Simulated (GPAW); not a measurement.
InPd:

```
In Pd
1.0
     0.00000    2.74607    2.74607
     2.74607    0.00000    2.74607
     2.74607    2.74607    0.00000
In Pd
1 1
Direct
  0.00000 0.00000 0.00000
  0.50000 0.50000 0.50000
```

The cell was built by a generator and needn't be a form met in nature.

Program: GPAW 26.7.0. Alike in all runs: task single point; no spin polarisation; cell as given; k mesh 8 × 8 × 8; cutoff (eV) 600; smearing fermi-dirac 0.05 eV.

Problem. Order these runs on this cell by their pressure, lowest first.
A. level revPBE; potentials or basis the program's PAW data sets (release 1.2.1) made for this functional, pw
B. level PBE; potentials or basis GPAW PAW data sets (gpaw-data 1.2.1), pw
C. level r2SCAN; potentials or basis GPAW PAW data sets (gpaw-data 1.2.1), pw
D. level LDA; potentials or basis the program's PAW data sets (release 1.2.1) made for this functional, pw

Solution. D (-8.5 GPa), C (-2.9 GPa), B (-0.2 GPa), A (1.8 GPa).

Caveats: the PAW data sets were made with another functional, which shifts forces and pressure a little (some runs).

Not every run made on this cell is shown here.
